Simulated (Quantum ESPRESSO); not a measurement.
A run of Quantum ESPRESSO 7.5 is set up as follows.

pw.in

```
&CONTROL
  calculation = 'scf'
  prefix = 'pwscf'
  outdir = './tmp'
  pseudo_dir = './pseudo'
  tprnfor = .true.
  tstress = .true.
  disk_io = 'low'
/
&SYSTEM
  ibrav = 0
  nat = 2
  ntyp = 2
  ecutwfc = 70
  nbnd = 30
  occupations = 'smearing'
  smearing = 'fd'
  degauss = 0.00367493
  noncolin = .true.
  lspinorb = .true.
/
&ELECTRONS
  conv_thr = 4d-10
  electron_maxstep = 120
  mixing_beta = 0.5
/
ATOMIC_SPECIES
In   114.8180 In.upf
P     30.9738 P.upf
CELL_PARAMETERS angstrom
   0.0000000000    2.9305000000    2.9305000000
   2.9305000000    0.0000000000    2.9305000000
   2.9305000000    2.9305000000    0.0000000000
ATOMIC_POSITIONS crystal
In     0.0000000000    0.0000000000    0.0000000000
P      0.7500000000    0.7500000000    0.7500000000
K_POINTS automatic
6 6 6 1 1 1
```

Contents of scf2.in:

```
&CONTROL
  calculation = 'scf'
  prefix = 'pwscf'
  outdir = './tmp'
  pseudo_dir = './pseudo'
  tprnfor = .true.
  tstress = .true.
  disk_io = 'low'
/
&SYSTEM
  ibrav = 0
  nat = 2
  ntyp = 2
  ecutwfc = 70
  nbnd = 30
  occupations = 'fixed'
  noncolin = .true.
  lspinorb = .true.
/
&ELECTRONS
  conv_thr = 1d-13
  electron_maxstep = 120
  mixing_beta = 0.5
  startingpot = 'file'
  startingwfc = 'file'
/
ATOMIC_SPECIES
In   114.8180 In.upf
P     30.9738 P.upf
CELL_PARAMETERS angstrom
   0.0000000000    2.9305000000    2.9305000000
   2.9305000000    0.0000000000    2.9305000000
   2.9305000000    2.9305000000    0.0000000000
ATOMIC_POSITIONS crystal
In     0.0000000000    0.0000000000    0.0000000000
P      0.7500000000    0.7500000000    0.7500000000
K_POINTS automatic
6 6 6 1 1 1
```

Contents of ph.in:

```
dielectric of InP
&INPUTPH
  prefix = 'pwscf'
  outdir = './tmp'
  tr2_ph = 1d-16
  fildyn = 'dyn'
  niter_ph = 60
  alpha_mix(1) = 0.7
  epsil = .true.
  trans = .false.
  zeu = .true.
/
0.0000000000 0.0000000000 0.0000000000
```

Potentials or basis: PseudoDojo 0.4 FR PBE standard.

Launch:

```bash
$ OMP_NUM_THREADS=1 pw.x -in pw.in > pw.out
$ OMP_NUM_THREADS=1 pw.x -in scf2.in > scf2.out
$ OMP_NUM_THREADS=1 ph.x -in ph.in > ph.out
```

Q: What does it give for the electronic dielectric tensor (diagonal)?

A: 10.96.

Q: Estimate the Born charges (mean of the diagonal).

A: In +2.53; P -2.53 e.

Q: Estimate the pressure.

A: 3.4 GPa.

Born effective charge tensors (e):
atom 1, In
```
2.53 0.00 0.00
0.00 2.53 0.00
0.00 0.00 2.53
```
atom 2, P
```
-2.53  0.00  0.00
 0.00 -2.53  0.00
 0.00  0.00 -2.53
```

Caveat: the cell is more than 3 GPa from zero pressure, which shifts response properties.

**The experiment to reproduce.**

A printed reference work, textbook reports, for a bulk crystal of InP at 300 K: high-frequency dielectric constant 9.61.

A measured high-frequency dielectric constant of InP is 9.61 (300 K; a printed reference work, textbook); the calculated 10.96 misses it by +14.0 %.
